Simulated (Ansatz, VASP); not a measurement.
Two plane-wave programs on CsPbCl3

```
Cs Pb Cl
1.0
     5.73527    0.00000    0.00000
     0.00000    5.73527    0.00000
     0.00000    0.00000    5.73527
Cs Pb Cl
1 1 3
Cartesian
  0.0000 0.0000 0.0000
  2.8676 2.8676 2.8676
  2.8676 2.8676 0.0000
  0.0000 2.8676 2.8676
  2.8676 0.0000 2.8676
```

Alike in both runs: functional PBE; k mesh 6 × 6 × 6; occupations gaussian, width 0.02 eV; no spin polarisation.

Ansatz relaxed the structure, and its values are those at the end. VASP's run is a single point on that final structure, the one shown.

```csv
,VASP,Ansatz
version,VASP 6.6.1,Ansatz 0.2.0
potentials or method,"VASP PAW PBE potentials, release 64 (Cs_sv, Pb_d, Cl)","scalar-relativistic, plane waves, PAW"
plane-wave cutoff (eV),520,420
valence electrons in the cell,44,44
```

|  | VASP | Ansatz | Ansatz less VASP |
| --- | --- | --- | --- |
| gap on the k mesh at the Fermi level (eV) | 2.22 | 2.21 | -0.008 |
| least direct gap on the mesh (eV) | 2.22 | 2.21 | -0.008 |
| pressure (GPa) | 0.0 | 0.0 | +0.05 |

With one functional, cell and mesh, what is left measures potentials, basis and numerics.

Caveats: spin-orbit coupling is left out, which as a rule narrows the gap of such compounds by several tenths of an eV. A k mesh can miss the band edges.
